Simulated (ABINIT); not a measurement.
Runs of ABINIT 10.8.3 (patched build) on Sb. The structure is tetragonal, space group I4/mmm (No. 139). The conventional cell has a = 3.153 Å, b = 3.153 Å, c = 5.424 Å, α = 90.00°, β = 90.00°, γ = 90.00°. Sb (site symmetry 4/mmm) has 12 Sb at 3.15 to 3.51 Å as nearest neighbours. This isn't the form of Sb at room conditions, which is rhombohedral.

```tsv
level	gap on the mesh (eV)	pressure (GPa)
PW91	none	1.8
AM05	none	-1.8
RPBE	none	(b)
SCAN	none	-0.6
WC	none	-1.1
BLYP	none	7.2
revPBE	none	(a)
PBEsol	none	(c)
LDA	none	-2.6
r2SCAN	none	1.1
```

Alike in all rows: task single point; potentials or basis JTH PAW PBE v2.0; no spin polarisation; cell as given; k mesh 12 × 12 × 12; cutoff (eV) 517; smearing fermi-dirac 0.05 eV.

Problem. Estimate the missing entries.

Solution. (a) 2.5; (b) 2.8; (c) -1.5.

Caveats: the PAW data sets were made with another functional, which shifts forces and pressure a little.

A k mesh can miss the band edges, and the runs leave out spin-orbit coupling on Sb.

A gap of «none» marks a metal or a gap under the smearing width.

Runs at the PBE level aren't shown here.
